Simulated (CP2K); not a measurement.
Runs of CP2K 2026.2 on Ti. It takes space group P6_3/mmc (No. 194, hexagonal). The conventional cell has a = 2.950 Å, b = 2.950 Å, c = 4.680 Å, α = 90.00°, β = 90.00°, γ = 120.00°. Ti (site symmetry -6m2) has 12 Ti at 2.89 to 2.95 Å as nearest neighbours. 

```csv
level,cutoff of the non-local correlation (Ry),gap on the mesh (eV),pressure (GPa),largest force (eV/Å)
PBEsol,-,none,-5.5,-
PBE,-,none,(a),-
BEEF-vdW,300,none,-1.2,0.32
RPBE,-,none,1.6,(b)
r2SCAN,-,none,-1.7,0.02
HLE16,-,none,-22.2,0.02
LDA,-,none,-9.3,-
```

Alike in all rows: task atomic charges; potentials or basis POTENTIAL_UZH Ti GTH-PBE-q12; TZVP-MOLOPT-PBE-GTH basis; no spin polarisation; cell as given; k mesh 10 × 10 × 6; smearing fermi-dirac 0.05 eV.

Q: Fill in the values left out.

A: (a) -1.4; (b) 0.03.

Caveats: the basis of atomic orbitals isn't converged, which shifts pressures, moduli and gaps; the potentials were made for another functional, which shifts forces and pressure (some runs); the potentials were made for a functional far from this one (some runs).

A gap of «none» marks a metal or a gap under the smearing width.
